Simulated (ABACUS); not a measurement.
CoO:

```
CELL_PARAMETERS angstrom
0.00000 2.13150 2.13150
2.13150 0.00000 2.13150
2.13150 2.13150 0.00000
ATOMIC_POSITIONS crystal
Co 0.00000 0.00000 0.00000
O 0.50000 0.50000 0.50000
```

- Program: ABACUS 3.10.1
- Task: single point
- Functional: PBEsol
- Potentials or basis: PseudoDojo NC SR 0.4.1 PBEsol standard
- Cutoff: 1320 eV
- Density cutoff: 5279 eV
- Basis: plane waves
- k mesh: 11 × 11 × 11
- Occupations: fermi-dirac, width 0.05 eV
- Spin: collinear spin, ferromagnetic start
- Starting moments: [2.0, 0.0] μB

On this cell: pressure -11.1 GPa; largest force zero by symmetry; net moment 2.98 μB per cell; band gap on the k mesh none (metal or under the smearing width).

The same run follows on a disturbed copy (atoms moved at random, drawn with an rms of 0.05 Å):

```
Co O
1.0
     0.00000    2.13150    2.13150
     2.13150    0.00000    2.13150
     2.13150    2.13150    0.00000
Co O
1 1
Direct
  0.99261 0.00830 0.01507
  0.49712 0.51716 0.49531
```

**Question.** What does the disturbed cell give?

**Answer.** The energy (extrapolated to zero smearing) moves by -0.1 meV/atom; pressure -10.9 GPa; largest force 0.006 eV/Å; net moment 2.98 μB per cell; band gap on the k mesh none (metal or under the smearing width).

Forces on the atoms (eV/Å):
```
Co   0.003  0.003 -0.003
O   -0.003 -0.003  0.003
```

Stress tensor (GPa, compression positive):
```
-11.06  -0.08   0.07
 -0.08 -10.84   0.09
  0.07   0.09 -10.94
```

Caveats: a cell with one magnetic atom can't hold antiferromagnetic order, which such compounds often take; semilocal functionals often make such compounds metallic where correlation or magnetic order opens a gap, which also shifts bond lengths.
